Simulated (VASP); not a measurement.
Input of a VASP 6.6.1 run:

The input INCAR:

```
PREC     = Accurate       # precision mode
ENCUT    = 600            # plane-wave cutoff, eV
EDIFF    = 1E-6           # SCF threshold, eV
ISMEAR   = 0              # smearing method
SIGMA    = 0.05           # smearing width, eV
LREAL    = F              # projectors in reciprocal space
LASPH    = T              # aspherical terms in the spheres
NELM     = 60             # most SCF steps
ALGO     = Normal         # electronic algorithm
ISIF     = 3              # what is computed and relaxed
LWAVE    = F              # write WAVECAR
LCHARG   = F              # write CHGCAR
GGA      = PE             # functional
IBRION   = 2              # ionic algorithm
NSW      = 40             # ionic steps
EDIFFG   = -0.005         # ionic threshold
```

Contents of KPOINTS:

```
regular mesh
0
Gamma
  8 8 10
```

POSCAR

```
AlH5
1.0
    3.7645500000      0.0000000000      0.0000000000
   -1.8822800000      3.2602000000      0.0000000000
    0.0000000000      0.0000000000      2.6145800000
Al H
1 5
Direct
    0.0000000000      0.0000000000      0.5000000000
    0.3333300000      0.6666700000      0.5000000000
    0.0000000000      0.6603200000      0.0000000000
    0.6603200000      0.0000000000      0.0000000000
    0.3396800000      0.3396800000      0.0000000000
    0.6666700000      0.3333300000      0.5000000000
```

Potentials or basis: VASP PAW PBE potentials, release 64 (Al, H).

Launch:

```bash
$ cat potpaw_PBE.64/Al/POTCAR potpaw_PBE.64/H/POTCAR > POTCAR
$ mpirun -np 1 vasp_std > vasp.out
```

(1) Estimate the band gap on the k mesh.

(2) Predict the space group after relaxing (to 0.05 Å).

(3) Estimate the relaxed cell.

Results:

(1) none (metal or under the smearing width).

(2) P-62m (No. 189).

(3) a = 3.663 Å, b = 3.663 Å, c = 2.705 Å, α = 90.00°, β = 90.00°, γ = 120.00°.
